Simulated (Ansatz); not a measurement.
Crystal: CoPtO2.

```xyz
4
Lattice="1.4123 0.8154 5.9394 -1.4123 0.8154 5.9394 0.0000 -1.6307 5.9394" Properties=species:S:1:pos:R:3 pbc="T T T"
Pt    0.0000    0.0000    0.0000
Co    0.0000    0.0000    8.9091
O     0.0000    0.0000    2.0000
O     0.0000    0.0000   15.8182
```

The cell is a database's computed one.

Base run:

| Property | Result |
| --- | --- |
| Program | Ansatz 0.2.0 |
| Functional | PBE |
| Potentials or basis | Ansatz PAW |
| Cutoff | 420 eV (not typed: the program's choice for these potentials) |
| k mesh | 9 × 9 × 9 |
| Occupations | fermi-dirac, width 0.05 eV |
| Spin | collinear spin, ferromagnetic start |
| Starting moments | [0.0, 2.5, 0.0, 0.0] μB |
| Fixed moment | 2.5 μB |

Its results: pressure 20.7 GPa; site moments Pt +0.14; Co +1.87; O +0.15 μB; largest force 1.750 eV/Å.

Task: The run is repeated on the same cell with these changes: fixed moment from 2.5 μB to 1 μB; moments at the start from [0.0, 2.5, 0.0, 0.0] to [0.0, 1.0, 0.0, 0.0]. What comes out?

Result: Pressure 11.2 GPa; site moments Pt +0.19; Co +0.64; O +0.03 μB; largest force 0.317 eV/Å.

Caveats: the total moment is fixed, so each spin has its own Fermi level; a cell with one magnetic atom can't hold antiferromagnetic order, which such compounds often take; the thresholds are loose for stress; forces of over 1 eV/Å show positions far from the minimum, so gaps and moduli don't describe the material at rest (some runs).
